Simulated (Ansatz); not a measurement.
Te2Mo:

```
Te Mo
1.0
     3.51820    0.00000    0.00000
    -1.75910    3.04685    0.00000
     0.00000    0.00000   13.97360
Te Mo
4 2
Direct
  0.66667 0.33333 0.37900
  0.33333 0.66667 0.87900
  0.66667 0.33333 0.12100
  0.33333 0.66667 0.62100
  0.66667 0.33333 0.75000
  0.33333 0.66667 0.25000
```

* Program: Ansatz 0.2.0
* Task: relaxation of cell and atoms
* Functional: PBEsol
* Dispersion: D4
* Potentials or basis: Ansatz PAW
* Cutoff: 420 eV (not typed: the program's choice for these potentials)
* k mesh: 9 × 9 × 2
* Occupations: fermi-dirac, width 0.05 eV
* Spin: no spin polarisation

At the start: volume 24.96 Å³/atom.

Q: How do energy, volume and symmetry change on relaxing?

A: It ends after 6 steps and the volume is 23.41 Å³/atom (-6.2 %); space group P6_3/mmc (No. 194, to 0.05 Å).

The path:
| step | energy change (eV) | largest force (eV/Å) | volume (Å³) |
| --- | --- | --- | --- |
| 1 | 0.0000 | 0.0820 | 149.79 |
| 2 | -0.0807 | 0.0368 | 142.34 |
| 3 | -0.0849 | 0.0402 | 139.78 |
| 4 | -0.0855 | 0.0066 | 140.47 |
| 5 | -0.0855 | 0.0042 | 140.46 |
| 6 | -0.0837 | 0.0041 | 140.46 |

Final structure:
```
CELL_PARAMETERS angstrom
3.46030 0.00000 0.00000
-1.73015 2.99670 0.00000
0.00000 0.00000 13.54506
ATOMIC_POSITIONS crystal
Te 0.66667 0.33333 0.38374
Te 0.33333 0.66667 0.88374
Te 0.66667 0.33333 0.11626
Te 0.33333 0.66667 0.61626
Mo 0.66667 0.33333 0.75000
Mo 0.33333 0.66667 0.25000
```

Caveat: the plane-wave basis is chosen anew once the cell has moved, so the energies of steps on either side of that aren't comparable; the PAW data sets come from PBE, with cores solved anew for the run's functional, which leaves a small shift of forces and pressure.
